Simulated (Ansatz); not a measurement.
Computed with DFT PBE, scalar-relativistic, plane waves, PAW in Ansatz. Settings: cutoff 420 eV, Γ-centred meshes spaced at most about 0.3 Å⁻¹, and about 0.25 Å⁻¹ or finer for metals (2π included), Gaussian smearing. No spin polarisation.

All energies are static (0 K, no zero-point motion).

Two forms of TaAs were relaxed alike.

A.

```
CELL_PARAMETERS angstrom
-1.73145 1.73145 5.86729
1.73145 -1.73145 5.86729
1.73145 1.73145 -5.86729
ATOMIC_POSITIONS crystal
Ta 0.25017 0.75017 0.50000
Ta 0.50017 0.50017 0.00000
As 0.83242 0.33243 0.50000
As 0.08242 0.08242 0.00000
```

B.

```
CELL_PARAMETERS angstrom
3.21467 0.00000 0.00000
0.00000 3.21467 0.00000
0.00000 0.00000 3.21467
ATOMIC_POSITIONS crystal
Ta 0.50000 0.50000 0.50000
As 0.00000 0.00000 0.00000
```

Question: Which would you expect to be lower, and how large is the difference?

Answer: A is lower, by 279 meV/atom. A has space group I4_1md (No. 109), 17.6 Å³/atom and no gap on its mesh; B has the caesium chloride type, space group Pm-3m (No. 221), 16.6 Å³/atom and no gap. Counting As atoms around Ta (those within 1.25 times the shortest such distance or 1.15 times the sum of covalent radii, 1.27 where that leaves under three), A has Ta 6 and B has Ta 8. The lower one is the more open, so pressure narrows the difference. In A, around Ta lie 6 As at 2.62–2.63 Å; As has 6 Ta at 2.62–2.63 Å. In B, Ta is surrounded by 8 As at 2.78 Å and 6 Ta at 3.21 Å; around As lie 8 Ta at 2.78 Å and 6 As at 3.21 Å. Origin: A, reached from a Materials Project cell; B, invented.

Spin–orbit coupling, which can matter for Ta, is left out. Cells relaxed within their symmetry can be saddle points.
